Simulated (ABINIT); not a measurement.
# How the form of the self-energy moves the gap of NaF (Villiaumite)

Aim: compare treatments of exchange, screening and correlation for the gap of NaF (Villiaumite).

Main program and level: ABINIT 10.8.3; PBE and many-body steps on it, plane waves.

The database entry behind the starting cell differs from later determinations by our own check (0.1 to 0.3 % short, probably kX units), so it need not match the best structure at ambient conditions.

## 1. The starting structure

Symmetry: Fm-3m, No. 225, cubic system. The conventional cell has a = 4.620 Å, b = 4.620 Å, c = 4.620 Å, α = 90.00°, β = 90.00°, γ = 90.00°. Nearest to Na lie 6 F at 2.31 Å. Nearest to F lie 6 Na at 2.31 Å. Farther neighbours and most contacts between anions are not listed.

The cell and positions come from the Crystallography Open Database and are kept as given unless a step says otherwise.

## 2. Empty states on the mesh, 6×6×6 mesh, 224 bands

This step: ABINIT 10.8.3; DFT, PBE, plane waves, norm-conserving pseudopotentials.

The sums over transitions need many empty states on a uniform mesh; this step solves for them.

Input file run.abi:

```
acell 3*1.0 Angstrom
rprim 
  0.000000000000 2.310000000000 2.310000000000
  2.310000000000 0.000000000000 2.310000000000
  2.310000000000 2.310000000000 0.000000000000
ntypat 2
znucl 11 9
natom 2
typat 1 2
xred 
  0.000000000000 0.000000000000 0.000000000000
  0.500000000000 0.500000000000 0.500000000000
pp_dirpath "pseudos"
pseudos "Na.upf, F.upf"
ecut 38
ngkpt 6 6 6
nshiftk 1
shiftk 0 0 0
kptopt 1
chksymbreak 0
irdden 1
istwfk *1
nband 224
prtvol 0
optdriver 6
gwr_task "HDIAGO"
paral_kgb 0
occopt 1
indata_prefix "in"
outdata_prefix "out"
tmpdata_prefix "tmp"
```

Run with:

```
OMP_NUM_THREADS=1 mpirun -n 4 abinit run.abi > log
```

Output:

```text
.Version 10.8.3 of ABINIT. v10.8.2 released Aug 2026.

 Symmetries : space group Fm -3 m (#225); Bravais cF (face-center cubic)
[... echo of the input left out ...]
== DATASET  1 ==================================================================
-   mpi_nproc: 4, omp_nthreads: 1 (-1 if OMP is not activated)

--- !DatasetInfo
iteration_state: {dtset: 1, }
dimensions: {natom: 2, nkpt: 16, mband: 224, nsppol: 1, nspinor: 1, nspden: 1, mpw: 1874, }
cutoff_energies: {ecut:  38.0, pawecutdg:  -1.0, }
[...]
Direct band gap semiconductor
 Fundamental gap:     6.390 (eV)
   VBM:    -1.330 (eV) at k: [ 0.0000E+00,  0.0000E+00,  0.0000E+00]
   CBM:     5.060 (eV) at k: [ 0.0000E+00,  0.0000E+00,  0.0000E+00]
 Direct gap:         6.390 (eV) at k: [ 0.0000E+00,  0.0000E+00,  0.0000E+00]

== END DATASET(S) ==============================================================
================================================================================

 -outvars: echo values of variables after computation  --------
           etotal      0.0000000000E+00
            nband         224
             nkpt          16
          spgroup         225
 [... the other variables as echoed above ...]

 Calculation completed.
```

Run time: 27 s. Hardware: 4 MPI ranks of AMD EPYC 7R43, shared host; peak memory 1.1 GiB.

This step gave:

- gap: 6.390 eV
- k of the valence top: 0, 0, 0
- k of the conduction bottom: 0, 0, 0
- least direct gap: 6.390 eV
- k points computed: 16
- lowest point of the top converged band, above the valence top: 232.0358 eV

On this mesh the gap is 6.390 eV.

The density comes from a self-consistent run that is not shown.

## 3. Screening, 6×6×6 mesh, 216 bands, screening to 304.8 eV

The RPA dielectric matrix is built and inverted for each q.

This step: RPA screening on PBE, plane waves, norm-conserving pseudopotentials.

run.abi: that of step 2 with these lines changed.

```diff
@@ -20,10 +20,11 @@
 chksymbreak 0
-irdden 1
 istwfk *1
-nband 224
-prtvol 0
-optdriver 6
-gwr_task "HDIAGO"
-paral_kgb 0
 occopt 1
+irdwfk 1
+optdriver 3
+nband 216
+ecuteps 11.2
+inclvkb 2
+awtr 1
+symchi 1
 indata_prefix "in"
```

Output:

```text
.Version 10.8.3 of ABINIT. v10.8.2 released Aug 2026.

 Symmetries : space group Fm -3 m (#225); Bravais cF (face-center cubic)
[... echo of the input left out ...]
== DATASET  1 ==================================================================
-   mpi_nproc: 4, omp_nthreads: 1 (-1 if OMP is not activated)

--- !DatasetInfo
iteration_state: {dtset: 1, }
dimensions: {natom: 2, nkpt: 16, mband: 216, nsppol: 1, nspinor: 1, nspden: 1, mpw: 1874, }
cutoff_energies: {ecut:  38.0, pawecutdg:  -1.0, }
electrons: {nelect:   1.60000000E+01, charge:   0.00000000E+00, occopt:   1.00000000E+00, tsmear:   1.00000000E-02, }

 SCREENING: Calculation of the susceptibility and dielectric matrices

 Based on a program developped by R.W. Godby, V. Olevano, G. Onida, and L. Reining.
 Incorporated in ABINIT by V. Olevano, G.-M. Rignanese, and M. Torrent.
.Using double precision arithmetic ; gwpc =  8

[... cell and pseudopotentials left out ...]
--------------------------------------------------------------------------------

 ==== K-mesh for the wavefunctions ====
 Number of points in the irreducible wedge :    16
[... list of points left out ...]
 Together with 48 symmetry operations and time-reversal symmetry
 yields   216 points in the full Brillouin Zone.

 ==== Q-mesh for the screening function ====
 Number of points in the irreducible wedge :    16
[... list of points left out ...]
 Together with 48 symmetry operations and time-reversal symmetry
 yields   216 points in the full Brillouin Zone.

 setmesh: FFT mesh size selected  =    27x   27x   27
          total number of points  =        19683

 vcoul_init : cutoff-mode = AUXILIARY_FUNCTION
 q-points for optical limit:   1
     1)      0.000010    0.000020    0.000030

- screening: taking advantage of time-reversal symmetry
- Maximum band index for partially occupied states nbvw = 8
- Remaining bands to be divided among processors   nbcw = 208
- Number of bands treated by each node ~52

 Number of electrons calculated from density =   16.0000; Expected =   16.0000
 average of density, n =  0.096174
 r_s =    1.3540
 omega_plasma =   29.9147 [eV]

 calculating chi0 at frequencies [eV] :
  1    0.000000E+00    0.000000E+00
  2    0.000000E+00    2.991468E+01

--------------------------------------------------------------------------------
  q-point number  1        q = ( 0.000000, 0.000000, 0.000000) [r.l.u.]
--------------------------------------------------------------------------------
[... chi0 elements left out ...]
 For q-point:  0.000010 0.000020 0.000030
  dielectric constant =   1.7987
  dielectric constant without local fields =   1.9013

  Average fulfillment of the sum rule on Im[epsilon] for q-point    1 :     86.15  [%]
[... wings left out ...]
  q-point number  2        q = ( 0.166667, 0.000000, 0.000000) [r.l.u.]
--------------------------------------------------------------------------------
[... chi0 elements left out ...]
  Average fulfillment of the sum rule on Im[epsilon] for q-point    2 :     96.33  [%]

 [... 14 further q-points ...]
```

The job ended after 5.1 min (4 MPI ranks; peak memory 1.8 GiB; 21 min of CPU time).

This step gave:

```yaml
eps_infinity_with_local_fields_on_this_mesh_along_the_program_s_q_direction: 1.799
the_same_without_local_fields: 1.901
plasma_frequency: 29.91 eV
plane_waves_in_the_screening_matrix: 307
```

Local fields lower ε∞ by 5 %.

## 4. G0W0, Godby-Needs plasmon pole

The self-energy is evaluated for the states that the input lists, and the levels follow from it, in one-shot runs by the linearised quasiparticle equation.

This step: G0W0 on PBE, plane waves, norm-conserving pseudopotentials.

run.abi: that of step 3 with these lines changed.

```diff
@@ -23,8 +23,15 @@
 irdwfk 1
-optdriver 3
+optdriver 4
 nband 216
+gwcalctyp 0
+ecutsigx 38
+symsigma 1
+nkptgw 1
+kptgw 
+  0.0000000000 0.0000000000 0.0000000000
+bdgw 
+  6 12
 ecuteps 11.2
-inclvkb 2
-awtr 1
-symchi 1
+irdscr 1
+ppmodel 1
 indata_prefix "in"
```

Output:

```text
.Version 10.8.3 of ABINIT. v10.8.2 released Aug 2026.

 Symmetries : space group Fm -3 m (#225); Bravais cF (face-center cubic)
[... echo of the input left out ...]
== DATASET  1 ==================================================================
-   mpi_nproc: 4, omp_nthreads: 1 (-1 if OMP is not activated)

--- !DatasetInfo
iteration_state: {dtset: 1, }
dimensions: {natom: 2, nkpt: 16, mband: 216, nsppol: 1, nspinor: 1, nspden: 1, mpw: 1874, }
cutoff_energies: {ecut:  38.0, pawecutdg:  -1.0, }
electrons: {nelect:   1.60000000E+01, charge:   0.00000000E+00, occopt:   1.00000000E+00, tsmear:   1.00000000E-02, }

 SIGMA: Calculation of the GW corrections

 Based on a program developped by R.W. Godby, V. Olevano, G. Onida, and L. Reining.
 Incorporated in ABINIT by V. Olevano, G.-M. Rignanese, and M. Torrent.
.Using double precision arithmetic ; gwpc =  8

[... cell and pseudopotentials left out ...]
--------------------------------------------------------------------------------

 ==== K-mesh for the wavefunctions ====
 Number of points in the irreducible wedge :    16
[... list of points left out ...]
 Together with 48 symmetry operations and time-reversal symmetry
 yields   216 points in the full Brillouin Zone.

 ==== Q-mesh for screening function ====
 Number of points in the irreducible wedge :    16
[... list of points left out ...]
 Together with 48 symmetry operations and time-reversal symmetry
 yields   216 points in the full Brillouin Zone.

 vcoul_init : cutoff-mode = AUXILIARY_FUNCTION
 q-points for optical limit:   1
     1)      0.000010    0.000020    0.000030
 setmesh: FFT mesh size selected  =    36x   36x   36
          total number of points  =        46656

 Number of electrons calculated from density =   16.0000; Expected =   16.0000
 average of density, n =  0.096174
 r_s =    1.3540
 omega_plasma =   29.9147 [eV]

 === KS Band Gaps ===
  >>>> For spin  1
   Minimum direct gap =   6.3895 [eV], located at k-point      :   0.0000  0.0000  0.0000
   Fundamental gap    =   6.3895 [eV], Top of valence bands at :   0.0000  0.0000  0.0000
                                       Bottom of conduction at :   0.0000  0.0000  0.0000
 SIGMA fundamental parameters:
 PLASMON POLE MODEL  1
 number of plane-waves for SigmaX                 1837
 number of plane-waves for SigmaC and W            307
 number of plane-waves for wavefunctions          1837
 number of bands                                   216
 number of independent spin polarizations            1
 number of spinorial components                      1
 number of k-points in IBZ                          16
 number of q-points in IBZ                          16
 number of symmetry operations                      48
 number of k-points in BZ                          216
 number of q-points in BZ                          216
 number of frequencies for dSigma/dE                 9
 frequency step for dSigma/dE [eV]                0.25
 number of omega for Sigma on real axis              0
 max omega for Sigma on real axis  [eV]           0.00
 zcut for avoiding poles [eV]                     0.10

 EPSILON^-1 parameters (SCR file):
 dimension of the eps^-1 matrix on file            307
 dimension of the eps^-1 matrix used               307
 number of plane-waves for wavefunctions          1837
 number of bands                                   216
 number of q-points in IBZ                          16
 number of frequencies                               2
 number of real frequencies                          1
 number of imag frequencies                          1

 matrix elements of self-energy operator (all in [eV])

 Perturbative Calculation

--- !SelfEnergy_ee
iteration_state: {dtset: 1, }
kpoint     : [   0.000,    0.000,    0.000, ]
spin       : 1
KS_gap     :    6.390
QP_gap     :   10.660
Delta_QP_KS:    4.270
data: !SigmaeeData |
     Band     E0 <VxcDFT>   SigX SigC(E0)      Z dSigC/dE  Sig(E)    E-E0       E
        6  -1.330 -22.508 -30.235   4.179   0.822  -0.216 -25.426  -2.918  -4.248
        7  -1.330 -22.508 -30.235   4.179   0.822  -0.216 -25.426  -2.918  -4.248
        8  -1.330 -22.508 -30.235   4.179   0.822  -0.216 -25.426  -2.918  -4.248
        9   5.060  -9.465  -5.324  -2.645   0.904  -0.106  -8.113   1.352   6.412
       10  17.827  -7.169  -2.170  -3.232   0.905  -0.104  -5.569   1.600  19.427
       11  17.827  -7.169  -2.170  -3.232   0.905  -0.104  -5.569   1.600  19.427
       12  17.827  -7.169  -2.170  -3.232   0.905  -0.104  -5.569   1.600  19.427

== END DATASET(S) ==============================================================
================================================================================

 -outvars: echo values of variables after computation  --------
           etotal      0.0000000000E+00
            nband         216
             nkpt          16
          spgroup         225
 [... the other variables as echoed above ...]

 Calculation completed.
```

Run time: 44 s. Hardware: 4 MPI ranks; peak memory 1.9 GiB.

Numbers from this step:

* G0W0 gap on the points computed: 10.66 eV
* starting gap on the mesh: 6.390 eV
* k of the valence top: 0, 0, 0
* k of the conduction bottom: 0, 0, 0
* Z at the valence top: 0.822
* Z at the conduction bottom: 0.904
* least direct G0W0 gap on the computed points: 10.66 eV

The gap on the mesh goes from 6.39 eV to 10.66 eV, a correction of +4.27 eV.

## 5. G0W0, Hybertsen-Louie plasmon pole

run.abi: that of step 4 with these lines changed.

```diff
@@ -35,3 +35,3 @@
 irdscr 1
-ppmodel 1
+ppmodel 2
 indata_prefix "in"
```

Output:

```text
.Version 10.8.3 of ABINIT. v10.8.2 released Aug 2026.

 Symmetries : space group Fm -3 m (#225); Bravais cF (face-center cubic)
[... echo of the input left out ...]
== DATASET  1 ==================================================================
-   mpi_nproc: 4, omp_nthreads: 1 (-1 if OMP is not activated)

--- !DatasetInfo
iteration_state: {dtset: 1, }
dimensions: {natom: 2, nkpt: 16, mband: 216, nsppol: 1, nspinor: 1, nspden: 1, mpw: 1874, }
cutoff_energies: {ecut:  38.0, pawecutdg:  -1.0, }
electrons: {nelect:   1.60000000E+01, charge:   0.00000000E+00, occopt:   1.00000000E+00, tsmear:   1.00000000E-02, }

 SIGMA: Calculation of the GW corrections

 Based on a program developped by R.W. Godby, V. Olevano, G. Onida, and L. Reining.
 Incorporated in ABINIT by V. Olevano, G.-M. Rignanese, and M. Torrent.
.Using double precision arithmetic ; gwpc =  8

[... cell and pseudopotentials left out ...]
--------------------------------------------------------------------------------

 ==== K-mesh for the wavefunctions ====
 Number of points in the irreducible wedge :    16
[... list of points left out ...]
 Together with 48 symmetry operations and time-reversal symmetry
 yields   216 points in the full Brillouin Zone.

 ==== Q-mesh for screening function ====
 Number of points in the irreducible wedge :    16
[... list of points left out ...]
 Together with 48 symmetry operations and time-reversal symmetry
 yields   216 points in the full Brillouin Zone.

 vcoul_init : cutoff-mode = AUXILIARY_FUNCTION
 q-points for optical limit:   1
     1)      0.000010    0.000020    0.000030
 setmesh: FFT mesh size selected  =    36x   36x   36
          total number of points  =        46656

 Number of electrons calculated from density =   16.0000; Expected =   16.0000
[...]
number of q-points in BZ                          216
 number of frequencies for dSigma/dE                 9
 frequency step for dSigma/dE [eV]                0.25
 number of omega for Sigma on real axis              0
 max omega for Sigma on real axis  [eV]           0.00
 zcut for avoiding poles [eV]                     0.10

 EPSILON^-1 parameters (SCR file):
 dimension of the eps^-1 matrix on file            307
 dimension of the eps^-1 matrix used               307
 number of plane-waves for wavefunctions          1837
 number of bands                                   216
 number of q-points in IBZ                          16
 number of frequencies                               2
 number of real frequencies                          1
 number of imag frequencies                          1

 matrix elements of self-energy operator (all in [eV])

 Perturbative Calculation

--- !SelfEnergy_ee
iteration_state: {dtset: 1, }
kpoint     : [   0.000,    0.000,    0.000, ]
spin       : 1
KS_gap     :    6.390
QP_gap     :   11.741
Delta_QP_KS:    5.352
data: !SigmaeeData |
     Band     E0 <VxcDFT>   SigX SigC(E0)      Z dSigC/dE  Sig(E)    E-E0       E
        6  -1.330 -22.508 -30.235   2.989   0.905  -0.104 -26.798  -4.290  -5.620
        7  -1.330 -22.508 -30.235   2.989   0.905  -0.104 -26.798  -4.290  -5.620
        8  -1.330 -22.508 -30.235   2.989   0.905  -0.104 -26.798  -4.290  -5.620
        9   5.060  -9.465  -5.324  -3.006   0.935  -0.069  -8.404   1.062   6.122
       10  17.827  -7.169  -2.170  -3.453   0.938  -0.066  -5.719   1.450  19.277
       11  17.827  -7.169  -2.170  -3.453   0.938  -0.066  -5.719   1.450  19.277
       12  17.827  -7.169  -2.170  -3.453   0.938  -0.066  -5.719   1.450  19.277

== END DATASET(S) ==============================================================
================================================================================

 -outvars: echo values of variables after computation  --------
           etotal      0.0000000000E+00
            nband         216
             nkpt          16
          spgroup         225
 [... the other variables as echoed above ...]

 Calculation completed.
```

The job ended after 42 s (4 MPI ranks; peak memory 1.7 GiB; 2.8 min of CPU time).

This step gave:

| Quantity | Value |
| --- | --- |
| G0W0 gap on the points computed | 11.74 eV |
| starting gap on the mesh | 6.390 eV |
| k of the valence top | 0, 0, 0 |
| k of the conduction bottom | 0, 0, 0 |
| Z at the valence top | 0.905 |
| Z at the conduction bottom | 0.935 |
| least direct G0W0 gap on the computed points | 11.74 eV |

Against G0W0 in ABINIT (6×6×6 mesh, 216 bands, screening to 304.8 eV, Godby-Needs plasmon pole), the gap moves by +1.082 eV.

## 6. G0W0, von der Linden-Horsch plasmon pole

run.abi: that of step 5 with these lines changed.

```diff
@@ -35,3 +35,3 @@
 irdscr 1
-ppmodel 2
+ppmodel 3
 indata_prefix "in"
```

Output:

```text
.Version 10.8.3 of ABINIT. v10.8.2 released Aug 2026.

 Symmetries : space group Fm -3 m (#225); Bravais cF (face-center cubic)
[... echo of the input left out ...]
== DATASET  1 ==================================================================
-   mpi_nproc: 4, omp_nthreads: 1 (-1 if OMP is not activated)

--- !DatasetInfo
iteration_state: {dtset: 1, }
dimensions: {natom: 2, nkpt: 16, mband: 216, nsppol: 1, nspinor: 1, nspden: 1, mpw: 1874, }
cutoff_energies: {ecut:  38.0, pawecutdg:  -1.0, }
[...]
10  17.827  -7.169  -2.170  -3.565   0.957  -0.044  -5.796   1.373  19.200
       11  17.827  -7.169  -2.170  -3.565   0.957  -0.044  -5.796   1.373  19.200
       12  17.827  -7.169  -2.170  -3.565   0.957  -0.044  -5.796   1.373  19.200

== END DATASET(S) ==============================================================
================================================================================

 -outvars: echo values of variables after computation  --------
           etotal      0.0000000000E+00
            nband         216
             nkpt          16
          spgroup         225
 [... the other variables as echoed above ...]

 Calculation completed.
```

Elapsed: 19 s, on 4 MPI ranks; peak memory 1.7 GiB.

This step gave:

```
G0W0 gap on the points computed              : 11.21 eV
starting gap on the mesh                     : 6.390 eV
k of the valence top                         : 0, 0, 0
k of the conduction bottom                   : 0, 0, 0
least direct G0W0 gap on the computed points : 11.21 eV
```

Against G0W0 in ABINIT (6×6×6 mesh, 216 bands, screening to 304.8 eV, Godby-Needs plasmon pole), the gap moves by +0.551 eV.

## 7. G0W0, Engel-Farid plasmon pole

run.abi: that of step 6 with these lines changed.

```diff
@@ -35,3 +35,3 @@
 irdscr 1
-ppmodel 3
+ppmodel 4
 indata_prefix "in"
```

Output:

```text
.Version 10.8.3 of ABINIT. v10.8.2 released Aug 2026.

 Symmetries : space group Fm -3 m (#225); Bravais cF (face-center cubic)
[... echo of the input left out ...]
== DATASET  1 ==================================================================
-   mpi_nproc: 4, omp_nthreads: 1 (-1 if OMP is not activated)

--- !DatasetInfo
iteration_state: {dtset: 1, }
dimensions: {natom: 2, nkpt: 16, mband: 216, nsppol: 1, nspinor: 1, nspden: 1, mpw: 1874, }
cutoff_energies: {ecut:  38.0, pawecutdg:  -1.0, }
[...]
10  17.827  -7.169  -2.170  -3.316   0.912  -0.096  -5.634   1.536  19.362
       11  17.827  -7.169  -2.170  -3.316   0.912  -0.096  -5.634   1.536  19.362
       12  17.827  -7.169  -2.170  -3.316   0.912  -0.096  -5.634   1.536  19.362

== END DATASET(S) ==============================================================
================================================================================

 -outvars: echo values of variables after computation  --------
           etotal      0.0000000000E+00
            nband         216
             nkpt          16
          spgroup         225
 [... the other variables as echoed above ...]

 Calculation completed.
```

The job ended after 19 s (4 MPI ranks; peak memory 1.7 GiB; 75 s of CPU time).

This step gave:

- G0W0 gap on the points computed: 10.90 eV
- starting gap on the mesh: 6.390 eV
- k of the valence top: 0, 0, 0
- k of the conduction bottom: 0, 0, 0
- least direct G0W0 gap on the computed points: 10.90 eV

Against G0W0 in ABINIT (6×6×6 mesh, 216 bands, screening to 304.8 eV, Godby-Needs plasmon pole), the gap moves by +0.239 eV.

(Continued in part 2 of 2.)

[Paths, hosts, dates, memory and timing lines, banners, echoed tables and standing remarks are left out of the program output.]

[Logs are printed without paths, hosts, clocks, repeated set-up lines and the standing remarks that a program may print on its own settings, such as how far it seeks lower states.]

[Runs of the session that timed out or met a known fault of the program may be left out.]

[Hosts, paths, dates, database ids (printed as entryN), source tags and the programs' standing remarks are cut or masked in the printed files.]

[G0W0 gaps are taken among the corrected bands and points alone; a level outside them can change the order at an edge.]

[Where Ansatz stands beside ABINIT at settings called matched, ABINIT's density can come from a denser mesh and the files from another edition; pairs whose starting gaps differed by over 0.03 eV were left out, so agreement reads better than it is.]
